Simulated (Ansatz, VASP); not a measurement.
# Al: VASP beside Ansatz

```xyz
2
Lattice="0.0000 2.9507 2.9507 2.9507 0.0000 2.9507 2.9507 2.9507 0.0000" Properties=species:S:1:pos:R:3 pbc="T T T"
Al    0.7377    0.7377    0.7377
Al    5.1637    5.1637    5.1637
```

Alike in both runs: task single point; functional BLYP; k mesh 10 × 10 × 10; occupations fermi-dirac, width 0.1 eV; no spin polarisation.

|  | VASP | Ansatz |
| --- | --- | --- |
| version | VASP 6.6.1 | Ansatz 0.2.0 |
| potentials or method | VASP PAW PBE potentials, release 64 (Al) | plane waves (420 eV) with PAW, scalar-relativistic |
| plane-wave cutoff (eV) | 520 | 420 |
| valence electrons in the cell | 6 | 6 |

```tsv
	VASP	Ansatz	Ansatz less VASP
pressure (GPa)	5.2	5.2	-0.08
```

Caveats: the PAW data sets were made with another functional, which shifts forces and pressure a little (VASP).
